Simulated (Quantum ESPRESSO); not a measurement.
The system is Ag2O.

```xyz
6
Lattice="4.7180 0.0000 0.0000 0.0000 4.7180 0.0000 0.0000 0.0000 4.7180" Properties=species:S:1:pos:R:3 pbc="T T T"
Ag    3.5385    1.1795    3.5385
Ag    3.5385    3.5385    1.1795
Ag    1.1795    3.5385    3.5385
Ag    1.1795    1.1795    1.1795
O     2.3590    2.3590    2.3590
O     0.0000    0.0000    0.0000
```

Base run:

* Program: Quantum ESPRESSO 7.5
* Functional: PBE
* Potentials or basis: SSSP 1.3 efficiency PBE
* Cutoff: 816 eV
* Density cutoff: 5987 eV
* k mesh: 6 × 6 × 6
* Occupations: fermi-dirac, width 0.05 eV
* Spin: no spin polarisation

Its results: band gap on the k mesh none (metal or under the smearing width); pressure 5.1 GPa.

Problem. The run is repeated on the same cell with these changes: functional from PBE to LDA; potentials or basis from SSSP 1.3 efficiency PBE to GBRV 1.5 LDA; cutoff from 816 eV to 762 eV; density cutoff from 5987 eV to 6095 eV. What comes out?

Solution. Band gap on the k mesh none (metal or under the smearing width); pressure -4.5 GPa.
